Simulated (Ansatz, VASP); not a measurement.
**Two plane-wave programs on NaH**

```
CELL_PARAMETERS angstrom
0.00000 2.19897 2.19897
2.19897 0.00000 2.19897
2.19897 2.19897 0.00000
ATOMIC_POSITIONS crystal
Na 0.00000 0.00000 0.00000
H 0.50000 0.50000 0.50000
```

Alike in both runs: functional PBEsol; k mesh 8 × 8 × 8; no spin polarisation.

Ansatz relaxed the structure, and its values are those at the end. VASP's run is a single point on that final structure, the one shown.

|  | VASP | Ansatz |
| --- | --- | --- |
| version | VASP 6.6.1 | Ansatz 0.2.0 |
| potentials or method | VASP PAW PBE potentials, release 64 (Na_pv, H) | PAW with Ansatz's default frozen-core files, scalar-relativistic |
| plane-wave cutoff (eV) | 520 | 420 |
| occupations | gaussian, width 0.01 eV | fixed |
| valence electrons in the cell | 8 | 10 |

```csv
,VASP,Ansatz,Ansatz less VASP
pressure (GPa),10.0,10.0,-0.05
```

The two sets of potentials don't hold the same shells in valence.

Caveats: the PAW data sets were made with another functional, which shifts forces and pressure a little (VASP). A k mesh can miss the band edges.
